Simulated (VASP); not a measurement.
**Input and output of a VASP PBE single-point calculation on BaTe (strained zincblende)**

INCAR

```
NBANDS = 15
LWAVE = .FALSE.
SIGMA = 0.02
GGA = PE
LASPH = .TRUE.
IBRION = -1
LCHARG = .FALSE.
NSW = 0
LREAL = .FALSE.
EDIFF = 1E-7
ISMEAR = -1
ISIF = 2
PREC = Accurate
NELM = 120
ENCUT = 520
```

KPOINTS

```
KPOINTS created by Atomic Simulation Environment
0
Gamma
6 6 6
0 0 0
```

KPOINTS_OPT

```
special points
7
Reciprocal
0.0000000000 0.0000000000 0.0000000000 1
-0.5000000000 -0.5000000000 0.0000000000 1
-0.3750000000 -0.3750000000 0.2500000000 1
-0.3750000000 0.0000000000 0.3750000000 1
0.0000000000 0.0000000000 0.5000000000 1
-0.5000000000 -0.2500000000 0.2500000000 1
0.2500000000 -0.5000000000 -0.2500000000 1
```

POSCAR

```
Ba Te
 1.0000000000000000
     0.0000000000000000    4.0906872238999998    4.0906872238999998
     4.0906872238999998    0.0000000000000000    4.0906872238999998
     4.0906872238999998    4.0906872238999998    0.0000000000000000
 Ba  Te
   1   1
Cartesian
  0.0000000000000000  0.0000000000000000  0.0000000000000000
  2.0453436119499999  2.0453436119499999  2.0453436119499999
```

VASP ran with the recommended PBE PAW datasets (16 valence electrons in the cell).

Command

```
mpirun -np 1 vasp_std
```

OSZICAR

```
N       E                     dE             d eps       ncg     rms          rms(c)
DAV:   1     0.968158942305E+02    0.96816E+02   -0.54931E+03   480   0.819E+02
DAV:   2    -0.464931897387E+00   -0.97281E+02   -0.89390E+02   635   0.146E+02
DAV:   3    -0.820012817248E+01   -0.77352E+01   -0.76875E+01   684   0.473E+01
DAV:   4    -0.842733893871E+01   -0.22721E+00   -0.22716E+00   637   0.827E+00
DAV:   5    -0.843223319119E+01   -0.48943E-02   -0.48942E-02   724   0.104E+00    0.335E+00
DAV:   6    -0.801548308075E+01    0.41675E+00   -0.46582E-01   515   0.270E+00    0.222E+00
DAV:   7    -0.797067656803E+01    0.44807E-01   -0.31839E-01   620   0.236E+00    0.102E+00
DAV:   8    -0.799249896539E+01   -0.21822E-01   -0.45721E-02   522   0.120E+00    0.275E-01
DAV:   9    -0.799593791105E+01   -0.34389E-02   -0.12390E-02   536   0.548E-01    0.174E-01
DAV:  10    -0.799700982294E+01   -0.10719E-02   -0.11871E-03   550   0.196E-01    0.617E-02
DAV:  11    -0.799816437176E+01   -0.11545E-02   -0.15691E-03   501   0.171E-01    0.374E-02
DAV:  12    -0.799821752455E+01   -0.53153E-04   -0.77698E-05   683   0.423E-02    0.204E-02
DAV:  13    -0.799822813327E+01   -0.10609E-04   -0.40765E-05   494   0.259E-02    0.206E-03
DAV:  14    -0.799823023731E+01   -0.21040E-05   -0.57500E-06   634   0.101E-02    0.605E-03
DAV:  15    -0.799823074817E+01   -0.51086E-06   -0.45639E-07   501   0.339E-03    0.167E-03
DAV:  16    -0.799823078641E+01   -0.38239E-07   -0.44137E-08   548   0.106E-03
   1 F= -.79982308E+01 E0= -.79982308E+01  d E =-.236113E-11
       N       E                     dE             ncg
DAV:   1     0.163624960687E+03   -0.28196E+04      210
DAV:   2    -0.430974747636E+03   -0.59460E+03      281
DAV:   3    -0.480433412941E+03   -0.49459E+02      332
DAV:   4    -0.481738698073E+03   -0.13053E+01      269
DAV:   5    -0.481765398188E+03   -0.26700E-01      340
DAV:   6    -0.481765525474E+03   -0.12729E-03      254
DAV:   7    -0.481765527147E+03   -0.16725E-05      340
DAV:   8    -0.481765527183E+03   -0.36372E-07      198
```

From OUTCAR

```
k-points           NKPTS =     16   k-points in BZ     NKDIM =     16   number of bands    NBANDS=     15

   NELECT =      16.0000    total number of electrons

   dimension x,y,z NGX =    48 NGY =   48 NGZ =   48
   dimension x,y,z NGXF=    96 NGYF=   96 NGZF=   96

  energy-cutoff  :      520.00
  volume of cell :      136.90
      direct lattice vectors                 reciprocal lattice vectors
     0.000000000  4.090687224  4.090687224    -0.122228851  0.122228851  0.122228851
     4.090687224  0.000000000  4.090687224     0.122228851 -0.122228851  0.122228851
     4.090687224  4.090687224  0.000000000     0.122228851  0.122228851 -0.122228851

 k-points in reciprocal lattice and weights: KPOINTS created by Atomic Simulation Env
   0.00000000  0.00000000  0.00000000       0.005
   0.16666667  0.00000000  0.00000000       0.037
   0.33333333  0.00000000  0.00000000       0.037
   0.50000000  0.00000000  0.00000000       0.019
   0.16666667  0.16666667  0.00000000       0.028
   0.33333333  0.16666667  0.00000000       0.111
   0.50000000  0.16666667  0.00000000       0.111
  -0.33333333  0.16666667  0.00000000       0.111
   ...

 E-fermi :   0.0150

 k-point     1 :       0.0000    0.0000    0.0000
  band No.  band energies     occupation
      1     -27.7784      2.00000
      2     -12.9217      2.00000
      3     -12.9217      2.00000
      4     -12.9217      2.00000
      5      -9.0525      2.00000
      6      -0.7693      2.00000
      7      -0.7693      2.00000
      8      -0.7693      2.00000
      9       1.9025      0.00000
     10       3.4760      0.00000
     11       3.4760      0.00000
     12       5.1442      0.00000
     13       5.1442      0.00000
     14       5.1442      0.00000
     15       6.7712      0.00000

 k-point     2 :       0.1667    0.0000    0.0000
  band No.  band energies     occupation
      1     -27.7780      2.00000
      2     -12.9424      2.00000
      3     -12.9236      2.00000
      4     -12.9236      2.00000
      5      -9.0132      2.00000
      6      -0.8979      2.00000
      7      -0.7340      2.00000
      8      -0.7340      2.00000
      9       2.3774      0.00000
     10       3.3872      0.00000
     11       3.3872      0.00000
     12       4.8222      0.00000
     13       5.2417      0.00000
     14       5.2417      0.00000
     15       5.9236      0.00000

 k-point     3 :       0.3333    0.0000    0.0000
  band No.  band energies     occupation
      1     -27.7773      2.00000
      2     -12.9827      2.00000
      3     -12.9273      2.00000
      4     -12.9273      2.00000
      5      -8.9364      2.00000
      6      -1.0371      2.00000
      7      -0.6674      2.00000
      8      -0.6674      2.00000
      9       3.1826      0.00000
     10       3.4269      0.00000
     11       3.4269      0.00000
     12       4.0544      0.00000
     13       4.8421      0.00000
     14       4.8421      0.00000
     15       5.5576      0.00000

 k-point     4 :       0.5000    0.0000    0.0000
  band No.  band energies     occupation
      1     -27.7770      2.00000
      2     -13.0023      2.00000
      3     -12.9292      2.00000
      4     -12.9292      2.00000
      5      -8.8990      2.00000
      6      -1.0646      2.00000
      7      -0.6366      2.00000
      8      -0.6366      2.00000
      9       3.3371      0.00000
     10       3.6350      0.00000
     11       3.6350      0.00000
     12       3.7404      0.00000
     13       4.3787      0.00000
     14       4.3787      0.00000
     15       6.1484      0.00000

 k-point     5 :       0.1667    0.1667    0.0000
  band No.  band energies     occupation
      1     -27.7779      2.00000
      2     -12.9454      2.00000
      3     -12.9262      2.00000
      4     -12.9262      2.00000
      5      -9.0001      2.00000
      6      -0.9612      2.00000
      7      -0.7054      2.00000
      8      -0.7054      2.00000
      9       2.5364      0.00000
     10       3.0927      0.00000
     11       3.6160      0.00000
     12       5.0311      0.00000
     13       5.0311      0.00000
     14       5.0712      0.00000
     15       6.1323      0.00000

 k-point     6 :       0.3333    0.1667    0.0000
  band No.  band energies     occupation
      1     -27.7773      2.00000
      2     -12.9762      2.00000
      3     -12.9310      2.00000
      4     -12.9303      2.00000
      5      -8.9360      2.00000
      6      -1.0634      2.00000
      7      -0.6680      2.00000
      8      -0.6361      2.00000
      9       2.8830      0.00000
     10       3.3341      0.00000
     11       3.7185      0.00000
     12       4.1766      0.00000
     13       4.7023      0.00000
     14       5.1052      0.00000
     15       5.9517      0.00000

 k-point     7 :       0.5000    0.1667    0.0000
  band No.  band energies     occupation
      1     -27.7769      2.00000
      2     -12.9999      2.00000
      3     -12.9369      2.00000
      4     -12.9318      2.00000
      5      -8.8859      2.00000
      6      -1.0342      2.00000
      7      -0.6965      2.00000
      8      -0.5980      2.00000
      9       2.9388      0.00000
     10       3.4008      0.00000
     11       3.6917      0.00000
     12       4.2082      0.00000
     13       4.4374      0.00000
     14       4.8115      0.00000
     15       6.2376      0.00000

 k-point     8 :      -0.3333    0.1667    0.0000
  band No.  band energies     occupation
      1     -27.7770      2.00000
      2     -12.9937      2.00000
      3     -12.9380      2.00000
      4     -12.9292      2.00000
      5      -8.8983      2.00000
      6      -1.0071      2.00000
      7      -0.7172      2.00000
      8      -0.6249      2.00000
      9       3.1074      0.00000
     10       3.2979      0.00000
     11       3.5802      0.00000
     12       4.1261      0.00000
     13       4.6337      0.00000
     14       4.9305      0.00000
     15       5.9700      0.00000

 k-point     9 :      -0.1667    0.1667    0.0000
  band No.  band energies     occupation
      1     -27.7776      2.00000
      2     -12.9651      2.00000
      3     -12.9314      2.00000
      4     -12.9251      2.00000
      5      -8.9615      2.00000
      6      -0.9902      2.00000
      7      -0.7035      2.00000
      8      -0.6918      2.00000
      9       2.9732      0.00000
     10       3.1795      0.00000
     11       3.5045      0.00000
     12       4.2667      0.00000
     13       4.9286      0.00000
     14       5.3566      0.00000
     15       5.9324      0.00000

 k-point    10 :       0.3333    0.3333    0.0000
  band No.  band energies     occupation
      1     -27.7770      2.00000
      2     -12.9908      2.00000
      3     -12.9351      2.00000
      4     -12.9351      2.00000
      5      -8.8978      2.00000
      6      -1.1846      2.00000
      7      -0.5606      2.00000
      8      -0.5606      2.00000
      9       2.5484      0.00000
     10       3.7660      0.00000
     11       3.9532      0.00000
     12       4.2744      0.00000
     13       4.4907      0.00000
     14       4.4907      0.00000
     15       6.4724      0.00000

 k-point    11 :       0.5000    0.3333    0.0000
  band No.  band energies     occupation
      1     -27.7766      2.00000
      2     -13.0052      2.00000
      3     -12.9420      2.00000
      4     -12.9369      2.00000
      5      -8.8604      2.00000
      6      -1.1556      2.00000
      7      -0.5851      2.00000
      8      -0.5186      2.00000
      9       2.5152      0.00000
     10       3.3162      0.00000
     11       3.8812      0.00000
     12       4.4202      0.00000
     13       4.5010      0.00000
     14       5.1388      0.00000
     15       6.3967      0.00000

 k-point    12 :      -0.3333    0.3333    0.0000
  band No.  band energies     occupation
      1     -27.7766      2.00000
      2     -13.0025      2.00000
      3     -12.9478      2.00000
      4     -12.9340      2.00000
      5      -8.8605      2.00000
      6      -0.9815      2.00000
      7      -0.7612      2.00000
      8      -0.5516      2.00000
      9       2.5954      0.00000
     10       3.4489      0.00000
     11       3.4788      0.00000
     12       4.5283      0.00000
     13       4.7626      0.00000
     14       5.2802      0.00000
     15       5.9951      0.00000

 k-point    13 :       0.5000    0.5000    0.0000
  band No.  band energies     occupation
      1     -27.7765      2.00000
      2     -13.0127      2.00000
      3     -12.9395      2.00000
      4     -12.9395      2.00000
      5      -8.8480      2.00000
      6      -1.2483      2.00000
      7      -0.4776      2.00000
      8      -0.4776      2.00000
      9       2.4497      0.00000
     10       3.2396      0.00000
     11       4.1673      0.00000
     12       4.1816      0.00000
     13       4.1816      0.00000
     14       5.7328      0.00000
     15       6.1778      0.00000

 ...

  Total       -1.4838533     -1.4838533     -1.4838533     -0.0000000      0.0000000     -0.0000000
  in kB      -17.3653177    -17.3653177    -17.3653177     -0.0000000      0.0000000     -0.0000000
  external PRESSURE =     -17.3653177 kB  Pullay stress =       0.0000000 kB

 POSITION                                       TOTAL-FORCE (eV/Angst)
 -----------------------------------------------------------------------------------
      0.00000      0.00000      0.00000        -0.000000     -0.000000     -0.000000
      2.04534      2.04534      2.04534         0.000000      0.000000      0.000000
 -----------------------------------------------------------------------------------
    total drift:                                0.000000      0.000000     -0.000000

  FREE ENERGIE OF THE ION-ELECTRON SYSTEM (eV)
  ---------------------------------------------------
  free  energy   TOTEN  =        -7.9982307864 eV

  energy  without entropy=       -7.9982307864  energy(sigma->0) =       -7.99823079
```

```json
{"gap between bands v and c": "2.38 eV", "least direct gap": "2.67 eV", "pressure": "-1.7 GPa"}
```

Band v is the last that the valence electrons fill when counted band by band, and c is the next.

The run took about 1.7 min on one core of a shared host (Intel Xeon Platinum 8488C) and held 0.31 GiB at most.
